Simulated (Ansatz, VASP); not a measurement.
## Two plane-wave programs on TiTe2

```xyz
3
Lattice="3.7770 0.0000 0.0000 -1.8885 3.2710 0.0000 0.0000 0.0000 6.4980" Properties=species:S:1:pos:R:3 pbc="T T T"
Ti    0.0000    0.0000    0.0000
Te    2.1163    0.8398    1.5464
Te    0.0000    2.1807    4.7903
```

Change from the starting cell: one atom moved.

Alike in both runs: task single point; functional PBE; k mesh 12 × 12 × 6; occupations gaussian, width 0.1 eV; no spin polarisation.

|  | VASP | Ansatz |
| --- | --- | --- |
| version | VASP 6.6.1 | Ansatz 0.2.0 |
| potentials or method | VASP PAW PBE potentials, release 64 (Ti_sv, Te) | scalar-relativistic, plane waves, PAW |
| plane-wave cutoff (eV) | 520 | 420 |
| valence electrons in the cell | 24 | 44 |

```csv
,VASP,Ansatz,Ansatz less VASP
gap on the k mesh at the Fermi level (eV),none,none,-
pressure (GPa),6.1,6.1,+0.04
largest component of the traceless stress (GPa),6.48,6.50,+0.022
rms of the force components (eV/Å),1.358,1.360,+0.0024
```

Atom by atom the forces differ by 0.004 eV/Å (rms over components). A gap of «none» marks a metal or a gap that the smearing closes. The two sets of potentials don't hold the same shells in valence.

Caveats: forces of over 1 eV/Å show positions far from the minimum, so gaps and moduli don't describe the material at rest. The runs have no spin-orbit coupling, so splittings on Te are missing.
